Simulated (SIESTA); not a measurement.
The system is ZrO2.

```
Zr O
1.0
     0.00000    2.54507    2.54507
     2.54507    0.00000    2.54507
     2.54507    2.54507    0.00000
Zr O
1 2
Direct
  0.00000 0.00000 0.00000
  0.75000 0.75000 0.75000
  0.25000 0.25000 0.25000
```

Measurements of this composition are mostly on another form, of space group No. 14.

Base run:

* Program: SIESTA 5.4.2
* Functional: PBE
* Potentials or basis: PseudoDojo 0.4 standard (PBE files)
* Basis: SZ (energy shift 0.003 Ry)
* Grid cutoff: 800 Ry
* Energy shift: 0.003 Ry
* k mesh: 9 × 9 × 9
* Occupations: fermi-dirac, width 0.05 eV
* Spin: no spin polarisation

Its results: band gap on the k mesh 2.14 eV, indirect (least direct gap 2.69 eV); pressure 6.7 GPa.

Problem. The run is repeated on the same cell with these changes: basis from SZ (energy shift 0.003 Ry) to DZP (energy shift 0.003 Ry; two zetas on semicore shells). What comes out?

Solution. Band gap on the k mesh 3.19 eV, indirect (least direct gap 3.68 eV); pressure 9.8 GPa.

Caveats: the basis of atomic orbitals isn't converged, which shifts pressures, moduli and gaps; the basis has no polarisation orbitals (some runs).

A k mesh can miss the band edges.
